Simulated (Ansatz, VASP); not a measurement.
# GaN: VASP beside Ansatz, part 2 of 2

Wanted: the spread between two codes on one cell, functional and k mesh. The cell is taken from a series of VASP runs on this material, whose earlier steps may have relaxed, scaled or displaced it; both programs get it as it stands.

VASP 6.6.1 and Ansatz 0.2.0.

So far: The starting structure; Ansatz: band structure, HSE06.

## (3) VASP: band structure, HSE06

Level of this step: HSE06; plane waves and PAW (Ga_d, N) (VASP).

The same cell, functional, mesh and smearing now go to VASP, with its own data sets and cutoff.

Lines of VASP's logs that name or quote its potential files are left out, and so is its time.

The run reads the wave functions of an earlier VASP run, which isn't shown here.

INCAR reads:

```
SYSTEM = GaN
PREC = Accurate
ENCUT = 460
EDIFF = 1E-06
NELM = 100
ISMEAR = 0
SIGMA = 0.03
LREAL = .FALSE.
ALGO = Normal
LHFCALC = .TRUE.
AEXX = 0.25
GGA = PE
HFSCREEN = 0.2
LASPH = .TRUE.
NBANDS = 24
PRECFOCK = Fast
LORBIT = 11
LWAVE = .FALSE.
LCHARG = .FALSE.
KPAR = 8
```

POSCAR reads:

```
GaN
1.0
    3.1900000000      0.0000000000      0.0000000000
   -1.5950000000      2.7626210381      0.0000000000
    0.0000000000      0.0000000000      5.1890000000
Ga N
2 2
Direct
    0.3333333333      0.6666666667      0.5000000000
    0.6666666667      0.3333333333      0.0000000000
    0.3333333333      0.6666666667      0.8750000000
    0.6666666667      0.3333333333      0.3750000000
```

KPOINTS reads:

```
Automatic mesh
0
Gamma
5 5 3
0 0 0
```

KPOINTS_OPT reads:

```
Line mode
10
Line-mode
Reciprocal
  0.00000000   0.00000000   0.00000000 GAMMA
  0.50000000   0.00000000   0.00000000 M

  0.50000000   0.00000000   0.00000000 M
  0.33333333   0.33333333   0.00000000 K

  0.33333333   0.33333333   0.00000000 K
  0.00000000   0.00000000   0.00000000 GAMMA

  0.00000000   0.00000000   0.00000000 GAMMA
  0.00000000   0.00000000   0.50000000 A

  0.00000000   0.00000000   0.50000000 A
  0.50000000   0.00000000   0.50000000 L

  0.50000000   0.00000000   0.50000000 L
  0.33333333   0.33333333   0.50000000 H

  0.33333333   0.33333333   0.50000000 H
  0.00000000   0.00000000   0.50000000 A

  0.50000000   0.00000000   0.50000000 L
  0.50000000   0.00000000   0.00000000 M

  0.33333333   0.33333333   0.00000000 K
  0.33333333   0.33333333   0.50000000 H
```

PAW data sets: Ga_d and N (PBE family, release 64).

The run is started by

```
$ mpirun -np 8 vasp_std
```

Numbers of over 12 decimals in the logs are rounded to 6 here.

Output:

```text
[banner, memory and clock lines left out]
running    8 mpi-ranks, on    1 nodes
 distrk:  each k-point on    1 cores,    8 groups
 distr:  one band on    1 cores,    1 groups

 POSCAR found type information on POSCAR GaN
 POSCAR found :  2 types and       4 ions
|                                                                             |
|           W    W    AA    RRRRR   N    N  II  N    N   GGGG   !!!           |
|           W    W   A  A   R    R  NN   N  II  NN   N  G    G  !!!           |
|           W    W  A    A  R    R  N N  N  II  N N  N  G       !!!           |
|           W WW W  AAAAAA  RRRRR   N  N N  II  N  N N  G  GGG   !            |
|           WW  WW  A    A  R   R   N   NN  II  N   NN  G    G                |
|           W    W  A    A  R    R  N    N  II  N    N   GGGG   !!!           |
|                                                                             |
|     For optimal performance we recommend to set                             |
|       NCORE = 2 up to number-of-cores-per-socket                            |
|     NCORE specifies how many cores store one orbital (NPAR=cpu/NCORE).      |
|     This setting can greatly improve the performance of VASP for DFT.       |
|     The default, NCORE=1 might be grossly inefficient on modern             |
|     multi-core architectures or massively parallel machines. Do your        |
|     Unfortunately you need to use the default for GW and RPA                |
|     calculations (for HF NCORE is supported but not extensively tested      |
|     yet).                                                                   |
|                                                                             |

 LDA part: xc-table for (Slater+PW92), standard interpolation
 found WAVECAR, reading the header
 POSCAR, INCAR and KPOINTS ok, starting setup
 FFT: planning ... GRIDC
 FFT: planning ... GRID_SOFT
 FFT: planning ... GRID
 reading WAVECAR
 the WAVECAR file was read successfully
 initial charge from wavefunction
 entering main loop
       N       E                     dE             d eps       ncg     rms          rms(c)
DAV:   1    -0.296066686688E+02   -0.29607E+02   -0.23757E+00   664   0.364E+01    0.123E+00
DAV:   2    -0.295837533823E+02    0.22915E-01   -0.22989E-01   752   0.831E+00    0.807E-01
DAV:   3    -0.295718329502E+02    0.11920E-01   -0.39899E-02   744   0.310E+00    0.482E-01
DAV:   4    -0.295712950821E+02    0.53787E-03   -0.71626E-03   824   0.103E+00    0.264E-01
DAV:   5    -0.295709409566E+02    0.35413E-03   -0.54948E-04   776   0.330E-01    0.142E-01
DAV:   6    -0.295708075549E+02    0.13340E-03   -0.14952E-04   560   0.103E-01    0.728E-02
DAV:   7    -0.295707642550E+02    0.43300E-04   -0.20560E-05   704   0.494E-02    0.400E-02
DAV:   8    -0.295707486576E+02    0.15597E-04   -0.50825E-06   600   0.297E-02    0.234E-02
DAV:   9    -0.295707435802E+02    0.50774E-05   -0.32059E-06   552   0.176E-02    0.137E-02
DAV:  10    -0.295707419119E+02    0.16684E-05   -0.10257E-06   320   0.862E-03    0.824E-03
DAV:  11    -0.295707413627E+02    0.54916E-06   -0.44572E-07   272   0.600E-03
   1 F= -.29570741E+02 E0= -.29570741E+02  d E =-.782183E-25
 Start KPOINTS_OPT (optional k-point list driver)
k-point batch [1-10\90]
       N       E                     dE             ncg
DAV:   1     0.841446838448E+03   -0.60539E+04      520
DAV:   2    -0.202926927158E+04   -0.28707E+04      488
DAV:   3    -0.240877104149E+04   -0.37950E+03      544
DAV:   4    -0.242823639589E+04   -0.19465E+02      672
DAV:   5    -0.242860889314E+04   -0.37250E+00      632
DAV:   6    -0.242862000932E+04   -0.11116E-01      760
DAV:   7    -0.242862027385E+04   -0.26453E-03      592
DAV:   8    -0.242862027976E+04   -0.59059E-05      544
DAV:   9    -0.242862027998E+04   -0.21725E-06      408
[...]
k-point batch [81-90\90]
       N       E                     dE             ncg
DAV:   1     0.633437239028E+03   -0.14051E+05      520
DAV:   2    -0.220855672501E+04   -0.28420E+04      520
DAV:   3    -0.254068615912E+04   -0.33213E+03      584
DAV:   4    -0.255425132851E+04   -0.13565E+02      608
DAV:   5    -0.255453498620E+04   -0.28366E+00      576
DAV:   6    -0.255454473196E+04   -0.97458E-02      704
DAV:   7    -0.255454485994E+04   -0.12798E-03      568
DAV:   8    -0.255454486157E+04   -0.16260E-05      424
DAV:   9    -0.255454486173E+04   -0.16023E-06      408
```

From OUTCAR (step 3):

```text
ion  position               nearest neighbor table
   1  0.333  0.667  0.500-   3 1.95   4 1.95   4 1.95   4 1.95
   2  0.667  0.333  0.000-   4 1.95   3 1.95   3 1.95   3 1.95
   3  0.333  0.667  0.875-   1 1.95   2 1.95   2 1.95   2 1.95
   4  0.667  0.333  0.375-   2 1.95   1 1.95   1 1.95   1 1.95

  LATTYP: Found a hexagonal cell.
 ALAT       =     3.1900000000
 C/A-ratio  =     1.6266457680

 Subroutine GETGRP returns: Found 12 space group operations
 (whereof  6 operations were pure point group operations)

The static configuration has the point symmetry C_3v.
 The point group associated with its full space group is C_6v.

 Found     10 irreducible k-points:

   k-points           NKPTS =     10   k-points in BZ     NKDIM =     75   number of bands    NBANDS=     24

   dimension x,y,z NGX =    24 NGY =   24 NGZ =   36
   dimension x,y,z NGXF=    48 NGYF=   48 NGZF=   72

   ENCUT  =  460.0 eV  33.81 Ry    5.81 a.u.   5.58  5.58  9.07*2*pi/ulx,y,z

   NELECT =      36.0000    total number of electrons

 k-points in reciprocal lattice and weights: Automatic mesh
   0.00000000  0.00000000  0.00000000       0.013
   0.20000000  0.00000000  0.00000000       0.080
   0.40000000 -0.00000000  0.00000000       0.080
   0.20000000  0.20000000  0.00000000       0.080
   0.40000000  0.20000000  0.00000000       0.080
   0.00000000  0.00000000  0.33333333       0.027
   0.20000000  0.00000000  0.33333333       0.160
   0.40000000 -0.00000000  0.33333333       0.160
   0.20000000  0.20000000  0.33333333       0.160
   0.40000000  0.20000000  0.33333333       0.160

  exchange ACFDT corr.  =         0.00000000  see jH, gK, PRB 81, 115126

 average (electrostatic) potential at core
       1 -56.4681       2 -56.4681       3 -56.9694       4 -56.9694

 E-fermi :   4.6979

 k-point     1 :       0.0000    0.0000    0.0000
  band No.  band energies     occupation
    ...
     14       3.3547      2.00000
     15       3.3547      2.00000
     16       4.4264      2.00000
     17       4.4855      2.00000
     18       4.4855      2.00000
     19       7.6771      0.00000
     20      10.1845      0.00000
     21      15.4656      0.00000
     22      15.9498      0.00000
     23      15.9498      0.00000
    ...

 k-point     2 :       0.2000    0.0000    0.0000
  band No.  band energies     occupation
    ...
     14       1.0251      2.00000
     15       2.2023      2.00000
     16       2.6246      2.00000
     17       3.9750      2.00000
     18       4.1282      2.00000
     19       9.6261      0.00000
     20      11.7992      0.00000
     21      13.8401      0.00000
     22      14.7802      0.00000
     23      16.4592      0.00000
    ...

 k-point     3 :       0.4000   -0.0000    0.0000
  band No.  band energies     occupation
    ...
     14      -0.8707      2.00000
     15      -0.2226      2.00000
     16       1.6760      2.00000
     17       2.5843      2.00000
     18       3.5289      2.00000
     19      10.8646      0.00000
     20      11.5679      0.00000
     21      12.1322      0.00000
     22      14.8001      0.00000
     23      16.5004      0.00000
    ...

  energy-cutoff  :      460.00
  volume of cell :       45.73
      direct lattice vectors                 reciprocal lattice vectors
     3.190000000  0.000000000  0.000000000     0.313479624  0.180987545  0.000000000
    -1.595000000  2.762621038  0.000000000     0.000000000  0.361975090  0.000000000
     0.000000000  0.000000000  5.189000000     0.000000000  0.000000000  0.192715359

 POSITION                                       TOTAL-FORCE (eV/Angst)
 -----------------------------------------------------------------------------------
     -0.00000      1.84175      2.59450        -0.000000      0.000000     -0.136370
      1.59500      0.92087      0.00000         0.000000     -0.000000     -0.136370
     -0.00000      1.84175      4.54038         0.000000      0.000000      0.136370
      1.59500      0.92087      1.94588        -0.000000     -0.000000      0.136370
 -----------------------------------------------------------------------------------
    total drift:                               -0.000001     -0.000002     -0.000236

  FREE ENERGIE OF THE ION-ELECTRON SYSTEM (eV)
  ---------------------------------------------------
  free  energy   TOTEN  =       -29.5707413627 eV

  energy  without entropy=      -29.5707413627  energy(sigma->0) =      -29.57074136

 total charge
# of ion       s       p       d       tot
------------------------------------------
    1        0.751   0.891  10.201  11.843
    2        0.751   0.891  10.201  11.843
    3        1.224   2.530   0.000   3.754
    4        1.224   2.530   0.000   3.754
--------------------------------------------------
tot          3.950   6.841  20.402  31.193

[... 3 further parts left out ...]
```

The PAW data sets were made with PBE, which is usual practice but a small mismatch for other functionals.

## (4) Comparison

Known differences besides the potentials themselves: exact exchange at q = 0 is treated differently, which shows on coarse meshes; VASP keeps PBE cores, Ansatz makes them for the functional; the cutoff is 420 eV in Ansatz and 460 eV in VASP; VASP takes a coarser grid for exact exchange (PRECFOCK = Fast). Total energies have different zeros and are not compared.

Both answers:

```
                     quantity  Ansatz   VASP  difference
gap over the path points (eV)   3.175  3.192      -0.017
```

Forces (eV/Å; atoms numbered as in POSCAR):

```
atom        Ansatz x, y, z          VASP x, y, z
 Ga1  0.000, 0.000, -0.139  0.000, 0.000, -0.136
 Ga2  0.000, 0.000, -0.139  0.000, 0.000, -0.136
  N3   0.000, 0.000, 0.139   0.000, 0.000, 0.136
  N4   0.000, 0.000, 0.139   0.000, 0.000, 0.136
```

Levels at points of the path, from each program's valence-band top (eV; 4 filled, then empty):

```
k (reciprocal lattice)                                   Ansatz                                     VASP
     0.000 0.000 0.000    -1.13 -0.06 0.00 0.00 3.17 5.69 10.96    -1.13 -0.06 0.00 0.00 3.19 5.70 10.98
     0.444 0.000 0.000   -4.64 -2.91 -2.20 -1.02 6.37 7.02 7.48   -4.65 -2.91 -2.21 -1.02 6.37 7.03 7.49
     0.389 0.222 0.000   -4.89 -3.78 -2.71 -2.46 6.56 8.80 8.93   -4.89 -3.78 -2.72 -2.46 6.57 8.81 8.93
     0.185 0.185 0.000   -4.37 -2.89 -1.34 -1.20 6.80 8.16 8.94   -4.37 -2.90 -1.34 -1.20 6.82 8.17 8.94
     0.000 0.000 0.111  -1.10 -0.45 -0.04 -0.04 3.50 5.72 10.86  -1.10 -0.45 -0.04 -0.04 3.52 5.73 10.88
     0.000 0.000 0.500  -0.58 -0.58 -0.58 -0.58 5.66 5.66 10.10  -0.58 -0.58 -0.58 -0.58 5.67 5.67 10.10
     0.444 0.000 0.500   -2.08 -2.08 -2.04 -2.04 5.74 5.74 9.39   -2.08 -2.08 -2.05 -2.05 5.74 5.74 9.39
     0.389 0.222 0.500   -3.96 -3.96 -1.65 -1.65 7.21 7.21 9.43   -3.96 -3.96 -1.66 -1.66 7.21 7.21 9.44
     0.185 0.185 0.500   -2.52 -2.52 -1.97 -1.97 7.08 7.08 9.43   -2.52 -2.52 -1.97 -1.97 7.09 7.09 9.44
     0.500 0.000 0.389   -2.65 -2.39 -1.75 -1.73 5.39 6.12 9.14   -2.65 -2.40 -1.76 -1.73 5.39 6.12 9.15
```

The forces differ by 1.7 meV/Å r.m.s., which is 2.2 % of the r.m.s. force of 0.08 eV/Å (both taken over all components). Among the levels compared at these points, filled levels agree within 5 meV and empty ones within 18 meV.

## (5) Summary of results

```json
{
 "difference in gap over the path points (band structure, HSE06)": "-0.017 eV"
}
```

In words: The difference in gap over the path points is -0.017 eV (band structure, HSE06), within the 0.08 eV picked in this series as the mark of a large difference. How closely two codes agree says nothing of how well the functional describes the real material.

[Lines on the potential files, build, host, timing and source positions are cut from VASP's logs without a mark.]

[Logs are printed without paths, hosts, clocks, repeated set-up lines and the standing remarks that a program may print on its own settings, such as how far it seeks lower states.]

[Hosts, paths, dates, database ids (printed as entryN), source tags and the programs' standing remarks are cut or masked in the printed files.]
